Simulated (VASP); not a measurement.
Set up this calculation in VASP 6.6.1, as the native input.

| Quantity | Value |
| --- | --- |
| Task | atomic charges |
| Functional | PBEsol |
| Potentials or basis | VASP PAW PBE potentials, release 64 (Sn_d, O) |
| Cutoff | 520 eV |
| k mesh | 5 × 5 × 5 |
| Occupations | gaussian, width 0.02 eV |
| Spin | no spin polarisation |
| Further INCAR settings | ALGO = Normal; EDIFF = 1e-06 |

The structure of SnO2 lies in POSCAR:

```
SnO2
1.0
   -3.2488970000      3.4144700000      3.4140210000
    3.2488970000     -3.4144700000      3.4140210000
    3.2488970000      3.4144700000     -3.4140210000
Sn O
4 8
Direct
    0.5000000000      0.0000000000      0.0000000000
    0.5000000000      0.5000000000      0.5000000000
    0.0035990000      0.7535990000      0.2500000000
    0.9964010000      0.2464010000      0.7500000000
    0.8064960000      0.8037740000      0.4972780000
    0.8064960000      0.3092180000      0.0027220000
    0.3024350000      0.2459400000      0.0564950000
    0.6894450000      0.2459400000      0.4435050000
    0.3105550000      0.7540600000      0.5564950000
    0.1935040000      0.6907820000      0.9972780000
    0.6975650000      0.7540600000      0.9435050000
    0.1935040000      0.1962260000      0.5027220000
```

The cell is a database's computed one.

The input as run:

INCAR

```
SYSTEM = SnO2
ALGO = Normal
EDIFF = 1E-6
ENCUT = 520
GGA = PS
ISIF = 2
ISMEAR = 0
LASPH = .True.
LCHARG = .False.
LORBIT = 11
LREAL = .False.
LWAVE = .False.
NELM = 60
PREC = Accurate
SIGMA = 0.02
```

KPOINTS

```
k-points
0
Gamma
  5 5 5
  0 0 0
```

Potentials or basis: VASP PAW PBE potentials, release 64 (Sn_d, O).

The run is started by

```sh
$ cat potpaw_PBE.64/Sn_d/POTCAR potpaw_PBE.64/O/POTCAR > POTCAR
$ mpirun -np 1 vasp_std > vasp.out
```

It gave:

The pressure is -6.0 GPa, the largest force is 0.084 eV/Å and the band gap on the k mesh is 0.53 eV. The valence electrons inside the program's atomic spheres are Sn 12.25; O 5.01.

Caveat: the PAW data sets were made with another functional, which shifts forces and pressure a little; spin-orbit coupling is left out, which moves the levels of the heavy elements.

Wall time 4.5 min on 1 thread of Intel(R) Xeon(R) 6975P-C (Granite Rapids), on a shared host, peak memory 0.41 GiB.
